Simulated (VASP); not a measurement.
**KCl (rocksalt): a GW calculation on PBE orbitals in VASP**

INCAR, step 1 (ground state)

```
GGA = PE
PREC = Accurate
LCHARG = .FALSE.
NELM = 120
ISMEAR = 0
LASPH = .TRUE.
SIGMA = 0.01
ENCUT = 450
LREAL = .FALSE.
LWAVE = .TRUE.
EDIFF = 1E-7
```

INCAR, step 2 (empty bands)

```
ISMEAR = 0
GGA = PE
EDIFF = 1E-7
NELM = 1
NBANDS = 193
SIGMA = 0.01
PREC = Accurate
LREAL = .FALSE.
LWAVE = .TRUE.
ALGO = Exact
LOPTICS = .TRUE.
LASPH = .TRUE.
LCHARG = .FALSE.
ENCUT = 450
ISTART = 1
```

INCAR, step 3 (GW)

```
PREC = Accurate
ALGO = EVGW0
NOMEGA = 64
ISMEAR = 0
ENCUTGW = 120
ENCUTGWSOFT = 120
GGA = PE
NELM = 120
NBANDSGW = 16
LREAL = .FALSE.
NBANDS = 193
LCHARG = .FALSE.
EDIFF = 1E-7
SIGMA = 0.01
LWAVE = .FALSE.
ISTART = 1
ENCUT = 450
LASPH = .TRUE.
NELMGW = 3
PRECFOCK = Fast
```

KPOINTS

```
KPOINTS created by Atomic Simulation Environment
0
Gamma
4 4 4
0 0 0
```

POSCAR

```
K  Cl
 1.0000000000000000
     0.0000000000000000    3.1448483195468158    3.1448483195468158
     3.1448483195468158    0.0000000000000000    3.1448483195468158
     3.1448483195468158    3.1448483195468158    0.0000000000000000
 K   Cl
   1   1
Cartesian
 -0.0000000000000000 -0.0000000000000000 -0.0000000000000000
  3.1448483195468158  3.1448483195468158  3.1448483195468158
```

VASP ran with the GW set of PAW datasets (16 valence electrons in the cell).

Command

```
mpirun -np 1 vasp_std
```

From OUTCAR

```
k-points           NKPTS =      8   k-points in BZ     NKDIM =     64   number of bands    NBANDS=    193

   NELECT =      16.0000    total number of electrons

   dimension x,y,z NGX =    32 NGY =   32 NGZ =   32
   dimension x,y,z NGXF=    64 NGYF=   64 NGZF=   64

  energy-cutoff  :      450.00
  volume of cell :       62.21
      direct lattice vectors                 reciprocal lattice vectors
     0.000000000  3.144848320  3.144848320    -0.158990180  0.158990180  0.158990180
     3.144848320  0.000000000  3.144848320     0.158990180 -0.158990180  0.158990180
     3.144848320  3.144848320  0.000000000     0.158990180  0.158990180 -0.158990180

 k-points in reciprocal lattice and weights: KPOINTS created by Atomic Simulation Env
   0.00000000  0.00000000  0.00000000       0.016
   0.25000000  0.00000000  0.00000000       0.125
   0.50000000  0.00000000  0.00000000       0.062
   0.25000000  0.25000000  0.00000000       0.094
   0.50000000  0.25000000  0.00000000       0.375
  -0.25000000  0.25000000  0.00000000       0.188
   0.50000000  0.50000000  0.00000000       0.047
  -0.25000000  0.50000000  0.25000000       0.094

 QP shifts <psi_nk| G(iteration)W_0 |psi_nk>: iteration 1
 for sc-GW calculations column KS-energies equals QP-energies in previous step
 and V_xc(KS)=  KS-energies - (<T + V_ion + V_H > + <T+V_H+V_ion>^1  + <V_x>^1)

 k-point   1 :       0.0000    0.0000    0.0000
  band No.  KS-energies  QP-energies   sigma(KS)   V_xc(KS)     V^pw_x(r,r')   Z            occupation Imag(sigma)

      1     -27.8198     -29.7226     -21.5354     -18.5116     -30.7348       0.6293       2.0000       0.5771
      2     -12.7530     -14.3552     -17.3421     -15.1907     -24.3590       0.7447       2.0000       1.2808
      3     -11.2807     -14.4601     -21.7520     -17.8344     -24.6909       0.8116       2.0000       0.0909
      4     -11.2807     -14.4601     -21.7520     -17.8344     -24.6909       0.8116       2.0000       0.0909
      5     -11.2807     -14.4601     -21.7520     -17.8344     -24.6909       0.8116       2.0000       0.0909
      6      -0.6319      -2.6543     -16.7343     -14.1924     -18.6382       0.7956       2.0000       0.0677
      7      -0.6319      -2.6543     -16.7343     -14.1924     -18.6382       0.7956       2.0000       0.0677
      8      -0.6319      -2.6543     -16.7343     -14.1924     -18.6382       0.7956       2.0000       0.0677
      9       4.5629       5.2837      -6.0373      -6.8722      -3.1645       0.8634       0.0000      -0.0583
     10       7.7338       9.3745      -6.9211      -8.8405      -3.8952       0.8548       0.0000      -0.0669
     11       7.7338       9.3745      -6.9211      -8.8405      -3.8952       0.8548       0.0000      -0.0669
     12       7.7338       9.3745      -6.9211      -8.8405      -3.8952       0.8548       0.0000      -0.0669
     13       8.5925      10.7133      -8.1970     -10.6822      -5.0664       0.8534       0.0000      -0.0683
     14       8.5925      10.7133      -8.1970     -10.6822      -5.0664       0.8534       0.0000      -0.0683
     15      12.3429      12.5368      -4.0502      -4.2878      -0.6811       0.8162       0.0000      -0.1757
     16      15.3711      18.3983     -10.0700     -13.8464      -6.0419       0.8016       0.0000      -0.1795

 ...

 QP shifts <psi_nk| G(iteration)W_0 |psi_nk>: iteration 2

 k-point   1 :       0.0000    0.0000    0.0000
  band No. old QP-enery  QP-energies   sigma(KS)   T+V_ion+V_H  V^pw_x(r,r')   Z            occupation Imag(sigma)

      1     -29.7226     -30.6962     -21.9171      -9.3083     -30.7348       0.6479       2.0000       0.4795
      2     -14.3552     -14.7965     -17.3662       2.4377     -24.3590       0.7697       2.0000       1.2218
      3     -14.4601     -14.9531     -21.6124       6.5536     -24.6909       0.8234       2.0000       0.0776
      4     -14.4601     -14.9531     -21.6124       6.5536     -24.6909       0.8234       2.0000       0.0776
      5     -14.4601     -14.9531     -21.6124       6.5536     -24.6909       0.8234       2.0000       0.0776
      6      -2.6543      -2.9888     -16.6354      13.5605     -18.6382       0.7954       2.0000       0.0641
      7      -2.6543      -2.9888     -16.6354      13.5605     -18.6382       0.7954       2.0000       0.0641
      8      -2.6543      -2.9888     -16.6354      13.5605     -18.6382       0.7954       2.0000       0.0641
      9       5.2837       5.3700      -6.0515      11.4351      -3.1645       0.8644       0.0000      -0.0588
     10       9.3745       9.5357      -7.0111      16.5743      -3.8952       0.8543       0.0000      -0.0703
     11       9.3745       9.5357      -7.0111      16.5743      -3.8952       0.8543       0.0000      -0.0703
     12       9.3745       9.5357      -7.0111      16.5743      -3.8952       0.8543       0.0000      -0.0703
     13      10.7133      10.9149      -8.3226      19.2746      -5.0664       0.8444       0.0000      -0.0661
     14      10.7133      10.9149      -8.3226      19.2746      -5.0664       0.8444       0.0000      -0.0661
     15      12.5368      12.6578      -3.9483      16.6307      -0.6811       0.8310       0.0000      -0.1274
     16      18.3983      18.6020     -10.5559      29.2175      -6.0419       0.7737       0.0000      -0.2864

 ...

 QP shifts <psi_nk| G(iteration)W_0 |psi_nk>: iteration 3

 k-point   1 :       0.0000    0.0000    0.0000
  band No. old QP-enery  QP-energies   sigma(KS)   T+V_ion+V_H  V^pw_x(r,r')   Z            occupation Imag(sigma)

      1     -30.6962     -30.9199     -21.7382      -9.3083     -30.7348       0.6386       2.0000       0.5216
      2     -14.7965     -14.8870     -17.3505       2.4377     -24.3590       0.7788       2.0000       1.2351
      3     -14.9531     -15.0369     -21.6091       6.5536     -24.6909       0.8185       2.0000       0.0852
      4     -14.9531     -15.0369     -21.6091       6.5536     -24.6909       0.8185       2.0000       0.0852
      5     -14.9531     -15.0369     -21.6091       6.5536     -24.6909       0.8185       2.0000       0.0852
      6      -2.9888      -3.0458     -16.6210      13.5605     -18.6382       0.7954       2.0000       0.0675
      7      -2.9888      -3.0458     -16.6210      13.5605     -18.6382       0.7954       2.0000       0.0675
      8      -2.9888      -3.0458     -16.6210      13.5605     -18.6382       0.7954       2.0000       0.0675
      9       5.3700       5.3773      -6.0566      11.4351      -3.1645       0.8635       0.0000      -0.0586
     10       9.5357       9.5504      -7.0215      16.5743      -3.8952       0.8577       0.0000      -0.0699
     11       9.5357       9.5504      -7.0215      16.5743      -3.8952       0.8577       0.0000      -0.0699
     12       9.5357       9.5504      -7.0215      16.5743      -3.8952       0.8577       0.0000      -0.0699
     13      10.9149      10.9263      -8.3462      19.2746      -5.0664       0.8419       0.0000      -0.0764
     14      10.9149      10.9263      -8.3462      19.2746      -5.0664       0.8419       0.0000      -0.0764
     15      12.6578      12.6730      -3.9546      16.6307      -0.6811       0.8302       0.0000      -0.1277
     16      18.6020      18.6165     -10.5967      29.2175      -6.0419       0.7736       0.0000      -0.2971

 ...
```

- PBE gap on the mesh: 5.19 eV
- G₀W₀ gap on the mesh: 7.94 eV

These GW values are short of the basis and mesh limit.

The run (its last step) took about 9.7 min on one core of a shared host (Intel Xeon Platinum 8488C) and held 0.53 GiB at most.
